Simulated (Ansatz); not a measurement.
TiSe2, DFT, PBEsol, all-electron LAPW, scalar-relativistic (Ansatz 0.2.0), run on 1 thread of Intel(R) Xeon(R) Processor @ 2.50GHz (Skylake/Cascade Lake) on a shared host.

The cell is the one relaxed in the Materials Project (mp-2194), not relaxed further here; entries there can be hypothetical. The listed cell was then made from it by scaling, straining or moving an atom.

Command: `ansatz run input.yaml --threads 1 --pin off --max-ram 4096MiB --backend cpu --events-out ev --progress --plain --runs-dir out`

```yaml
crystal:
  lattice:
    - [3.5206395589, 0.0, 0.0]
    - [-1.7603197794, 3.0489632956, 0.0]
    - [0.0, 0.0, 6.2835040431]
  atoms:
    - { symbol: Ti, position: [0.0, 0.0, 0.0] }
    - { symbol: Se, position: [0.3333333333, 0.6666666667, 0.23992784] }
    - { symbol: Se, position: [0.6666666667, 0.3333333333, 0.76007216] }
kpoints:
  mp_grid: { grid: [11, 11, 5] }
scf:
  occupations: { method: fermi_dirac, width: 0.05 }
hamiltonian:
  xc: pbesol
  pseudopotentials: { kind: all_electron, lapw: { basis_error: 0.001 } }
output:
  forces: true
  stress: true
  eigenvalues: true
```

**Question.** How large is the problem that the program sets up?

**Answer.** 68 irreducible k-points, 713 plane waves at Γ, 36 bands.

**Question.** About how long does it take, and how much memory does it use?

**Answer.** 99 s of wall time for 11 SCF iterations, with a peak of 0.55 GiB. Times on shared machines scatter by tens of per cent.

**Question.** And the same cell and mesh by PAW with the default files, asked for forces, stress, eigenvalues, efg, on the same hardware?

**Answer.** 17 s, peak memory 0.47 GiB.
